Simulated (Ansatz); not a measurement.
Hf: stiffness from a series of strains

```xyz
2
Lattice="3.1967 0.0000 0.0000 -1.5983 2.7684 0.0000 0.0000 0.0000 5.0578" Properties=species:S:1:pos:R:3 pbc="T T T"
Hf    0.0000    1.8456    1.2645
Hf    1.5983    0.9228    3.7934
```

Atoms are numbered in the order listed.

The cell is COD entry 9008501, as deposited and not checked against the literature; nothing was relaxed.

Spin–orbit coupling is left out, though it moves levels of the heavy atoms by tenths of an eV or more.

Computed with DFT, PBE, all-electron LAPW, scalar-relativistic in Ansatz 0.2.0.

Numerical set-up: a Γ-centred 13×13×7 k mesh, Fermi–Dirac smearing of 0.05 eV, basis error target 0.5 meV/atom, no spin polarisation.

The strain is applied along the Cartesian axes of the cell as listed (γ is the engineering shear, twice εxy = εyz = εzx). Fractional coordinates are held (clamped ions).

σ is the change of stress from the unstrained cell, which is at 0.80 GPa; tension is positive, so slopes are stress–strain coefficients at that pressure. In a metal the k mesh adds noise.

Only quantities that a quadratic follows smoothly over the whole series are listed; rougher ones are left out.

```
      γ  σxy (GPa)  σyz (GPa)
-0.0300      -2.16      -1.60
-0.0200      -1.44      -1.06
-0.0100      -0.71      -0.52
 0.0000       0.00       0.00
 0.0200       1.36       0.99
 0.0300       1.97       1.45
```

Q: Fit the series and read off the stiffness at zero strain.

A: Least-squares fits y = p0 + p1 x + p2 x² to the rows give σxy (GPa): p1 = 69.2, p2 = -100; σyz (GPa): p1 = 51, p2 = -82.

Q: One run, at γ = 0.0100, is withheld. Predict its row.

A: The fits give 0.68, 0.50; the run gave 0.69, 0.50.
